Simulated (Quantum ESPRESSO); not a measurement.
# Al2Au (Fm-3m) in Quantum ESPRESSO: equation of state, part 2 of 2

Quantum ESPRESSO 7.5. Earlier steps stand in the parts before.

**3. Single point, PBE, 17.28 Å³/atom**

pw.in

```
&CONTROL
  calculation = 'scf'
  prefix = 'pwscf'
  outdir = './tmp'
  pseudo_dir = './pseudo'
  tprnfor = .true.
  tstress = .true.
  disk_io = 'nowf'
/
&SYSTEM
  ibrav = 0
  nat = 3
  ntyp = 2
  ecutwfc = 60
  ecutrho = 440
  nbnd = 19
  occupations = 'smearing'
  smearing = 'fd'
  degauss = 0.00367493
/
&ELECTRONS
  conv_thr = 6d-10
  electron_maxstep = 120
  mixing_beta = 0.5
/
ATOMIC_SPECIES
Au   196.9666 Au_ONCV_PBE-1.0.oncvpsp.upf
Al    26.9815 Al.pbe-n-kjpaw_psl.1.0.0.UPF
CELL_PARAMETERS angstrom
   0.0000000000    2.9594544892    2.9594544892
   2.9594544892    0.0000000000    2.9594544892
   2.9594544892    2.9594544892    0.0000000000
ATOMIC_POSITIONS crystal
Au     0.0000000000    0.0000000000    0.0000000000
Al     0.7500000000    0.7500000000    0.7500000000
Al     0.2500000000    0.2500000000    0.2500000000
K_POINTS automatic
8 8 8 0 0 0
```

Potentials or basis: SSSP 1.3 efficiency PBE.

The run is started by

```
$ OMP_NUM_THREADS=1 pw.x -in pw.in > pw.out
```

Wall time 29 s (1 thread of Arm Neoverse V2, shared host); peak memory 0.28 GiB.

It converged, with:

```
Free energy            : -4813.2603 eV
Pressure               : 8.5 GPa
Band gap on the k mesh : none (metal or under the smearing width)
```

**4. Single point, PBE, 17.64 Å³/atom**

pw.in: that of step 3 with these lines changed.

```diff
@@ -29,5 +29,5 @@
 CELL_PARAMETERS angstrom
-   0.0000000000    2.9594544892    2.9594544892
-   2.9594544892    0.0000000000    2.9594544892
-   2.9594544892    2.9594544892    0.0000000000
+   0.0000000000    2.9798651651    2.9798651651
+   2.9798651651    0.0000000000    2.9798651651
+   2.9798651651    2.9798651651    0.0000000000
 ATOMIC_POSITIONS crystal
```

The run is started by

```
$ OMP_NUM_THREADS=1 pw.x -in pw.in > pw.out
```

Wall time 29 s (1 thread of Arm Neoverse V2, shared host); peak memory 0.28 GiB.

Results (log left out):

- Free energy: -4813.3079 eV
- Pressure: 5.6 GPa
- Band gap on the k mesh: none (metal or under the smearing width)

**5. Single point, PBE, 18.00 Å³/atom**

pw.in: that of step 4 with these lines changed.

```diff
@@ -29,5 +29,5 @@
 CELL_PARAMETERS angstrom
-   0.0000000000    2.9798651651    2.9798651651
-   2.9798651651    0.0000000000    2.9798651651
-   2.9798651651    2.9798651651    0.0000000000
+   0.0000000000    3.0000000000    3.0000000000
+   3.0000000000    0.0000000000    3.0000000000
+   3.0000000000    3.0000000000    0.0000000000
 ATOMIC_POSITIONS crystal
```

The run is started by

```
$ OMP_NUM_THREADS=1 pw.x -in pw.in > pw.out
```

Wall time 30 s (1 thread of Arm Neoverse V2, shared host); peak memory 0.29 GiB.

The run converged. Its results:

```yaml
Free_energy: -4813.3373 eV
Pressure: 3.1 GPa
Band_gap_on_the_k_mesh: none (metal or under the smearing width)
```

**6. Single point, PBE, 18.36 Å³/atom**

pw.in: that of step 5 with these lines changed.

```diff
@@ -29,5 +29,5 @@
 CELL_PARAMETERS angstrom
-   0.0000000000    3.0000000000    3.0000000000
-   3.0000000000    0.0000000000    3.0000000000
-   3.0000000000    3.0000000000    0.0000000000
+   0.0000000000    3.0198681287    3.0198681287
+   3.0198681287    0.0000000000    3.0198681287
+   3.0198681287    3.0198681287    0.0000000000
 ATOMIC_POSITIONS crystal
```

Potentials or basis: SSSP 1.3 efficiency PBE.

The run is started by

```
$ OMP_NUM_THREADS=1 pw.x -in pw.in > pw.out
```

Wall time 33 s (1 thread of Arm Neoverse V2, shared host); peak memory 0.29 GiB.

The run converged. Its results:

```
Free energy            : -4813.3506 eV
Pressure               : 0.8 GPa
Band gap on the k mesh : none (metal or under the smearing width)
```

**7. Single point, PBE, 18.72 Å³/atom**

pw.in: that of step 6 with these lines changed.

```diff
@@ -29,5 +29,5 @@
 CELL_PARAMETERS angstrom
-   0.0000000000    3.0198681287    3.0198681287
-   3.0198681287    0.0000000000    3.0198681287
-   3.0198681287    3.0198681287    0.0000000000
+   0.0000000000    3.0394782115    3.0394782115
+   3.0394782115    0.0000000000    3.0394782115
+   3.0394782115    3.0394782115    0.0000000000
 ATOMIC_POSITIONS crystal
```

Potentials or basis: SSSP 1.3 efficiency PBE.

The run is started by

```
$ OMP_NUM_THREADS=1 pw.x -in pw.in > pw.out
```

pw.out:

```text
This program is part of the open-source Quantum ESPRESSO suite
     for quantum simulation of materials; please cite
         "P. Giannozzi et al., J. Phys.:Condens. Matter 21 395502 (2009);
         "P. Giannozzi et al., J. Phys.:Condens. Matter 29 465901 (2017);
         "P. Giannozzi et al., J. Chem. Phys. 152 154105 (2020);
     in publications or presentations arising from this work. More details at

     file Al.pbe-n-kjpaw_psl.1.0.0.UPF: wavefunction(s)  3S 3P renormalized
     Message from routine setup:
     using ibrav=0 with symmetry is DISCOURAGED, use correct ibrav instead

     G-vector sticks info
     --------------------
     sticks:   dense  smooth     PW     G-vecs:    dense   smooth      PW
     Sum        1993    1075    313                58887    23589    3839

     Using Slab Decomposition

     bravais-lattice index     =            0
     lattice parameter (alat)  =       8.1229  a.u.
     unit-cell volume          =     378.9865 (a.u.)^3
     number of atoms/cell      =            3
[... 345 lines left out ...]

   -96.5388 -47.8272 -47.8272 -47.8270   3.8283   3.8283   4.5703   4.6050
     5.0590   5.6114   6.7218   6.7218   8.5424  14.6342  14.6342  15.7521
    15.9366  19.6250  21.4625

     the Fermi energy is    10.6552 ev

!    total energy              =    -353.77466464 Ry
     estimated scf accuracy    <          6.6E-12 Ry
     smearing contrib. (-TS)   =      -0.00070351 Ry
     internal energy E=F+TS    =    -353.77396113 Ry

     The total energy is F=E-TS. E is the sum of the following terms:
     one-electron contribution =    -179.60013225 Ry
     hartree contribution      =      94.51475546 Ry
     xc contribution           =     -30.45815204 Ry
     ewald contribution        =    -168.88868067 Ry
     one-center paw contrib.   =     -69.34175162 Ry

     convergence has been achieved in   9 iterations

     Forces acting on atoms (cartesian axes, Ry/au):

     atom    1 type  1   force =    -0.00000000   -0.00000000    0.00000000
     atom    2 type  2   force =     0.00000000    0.00000000   -0.00000000
     atom    3 type  2   force =    -0.00000000   -0.00000000    0.00000000

     Total force =     0.000000     Total SCF correction =     0.000000

     Computing stress (Cartesian axis) and pressure

          total   stress  (Ry/bohr**3)                   (kbar)     P=      -11.70
  -0.00007952  -0.00000000  -0.00000000          -11.70       -0.00       -0.00
  -0.00000000  -0.00007952  -0.00000000           -0.00      -11.70       -0.00
  -0.00000000  -0.00000000  -0.00007952           -0.00       -0.00      -11.70

=------------------------------------------------------------------------------=
   JOB DONE.
=------------------------------------------------------------------------------=
```

Run time: 42 s. Hardware: 1 thread of Arm Neoverse V2, shared host; peak memory 0.3 GiB.

What came out:

| Property | Result |
| --- | --- |
| Free energy | -4813.3495 eV |
| Pressure | -1.2 GPa |
| Band gap on the k mesh | none (metal or under the smearing width) |

**8. Single point, PBE, 19.08 Å³/atom**

pw.in: that of step 7 with these lines changed.

```diff
@@ -29,5 +29,5 @@
 CELL_PARAMETERS angstrom
-   0.0000000000    3.0394782115    3.0394782115
-   3.0394782115    0.0000000000    3.0394782115
-   3.0394782115    3.0394782115    0.0000000000
+   0.0000000000    3.0588384673    3.0588384673
+   3.0588384673    0.0000000000    3.0588384673
+   3.0588384673    3.0588384673    0.0000000000
 ATOMIC_POSITIONS crystal
```

The run is started by

```
$ OMP_NUM_THREADS=1 pw.x -in pw.in > pw.out
```

It took 43 s on 1 thread of Arm Neoverse V2, shared host; peak memory 0.31 GiB.

It converged, with:

| Property | Result |
| --- | --- |
| Free energy | -4813.3357 eV |
| Pressure | -3.0 GPa |
| Band gap on the k mesh | none (metal or under the smearing width) |

**9. Equation of state, PBE**

Potentials or basis: SSSP 1.3 efficiency PBE.

This step only gathers the single runs of the series.

Results:

```yaml
Equilibrium_volume: 18.51 Å³/atom
Bulk_modulus: 104 GPa
Pressure_derivative_of_the_bulk_modulus: 5.0
```

Energy against volume, from the lowest point:
```
volume (Å³/atom)  energy (meV/atom)
          16.920              52.75
          17.280              30.10
          17.640              14.25
          18.000               4.43
          18.360               0.00
          18.720               0.36
          19.080               4.97
```

Spin-orbit coupling is left out, which matters for the levels of Au. PBE usually gives volumes a little too large and moduli too small.
